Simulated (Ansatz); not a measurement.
Runs of Ansatz 0.2.0 on CO2. It takes space group Cmce (No. 64, orthorhombic). Conventional cell: a = 5.272 Å, b = 4.775 Å, c = 6.587 Å, α = 90.00°, β = 90.00°, γ = 90.00°. Around O (site symmetry m) lie 1 C at 1.17 Å. C (site symmetry 2/m) has 2 O at 1.17 Å as nearest neighbours. The cell comes from a database or a generator and needn't be the stable form of this composition.

```csv
task,level,cell,k mesh,cutoff (eV),smearing,gap on the mesh (eV),pressure (GPa),relaxed volume (Å³/atom)
phonons,PBE,as given,6 × 6 × 4,420,fixed,6.64,-,-
relaxation of cell and atoms,LDA,relaxed,8 × 8 × 4,420,fermi-dirac 0.05 eV,6.48,0.0,(a)
relaxation of cell and atoms,PBEsol,relaxed,8 × 8 × 4,420,fermi-dirac 0.05 eV,(b),0.0,16.94
relaxation of cell and atoms,r2SCAN,relaxed,8 × 8 × 4,500,fermi-dirac 0.05 eV,7.27,0.0,14.64
relaxation of cell and atoms,PBE,relaxed,8 × 8 × 4,420,fermi-dirac 0.05 eV,6.48,0.0,19.06
```

Alike in all rows: potentials or basis Ansatz PAW; no spin polarisation.

Problem. Estimate the missing entries.

Solution. (a) 12.34; (b) 6.52.

Caveats: the plane-wave basis is chosen anew once the cell has moved, so the energies of steps on either side of that aren't comparable (some runs); the PAW data sets come from PBE, with cores solved anew for the run's functional, which leaves a small shift of forces and pressure (some runs); the volume moved by over 15 % at a fixed basis, so the end points are rough (some runs).

A k mesh can miss the band edges.
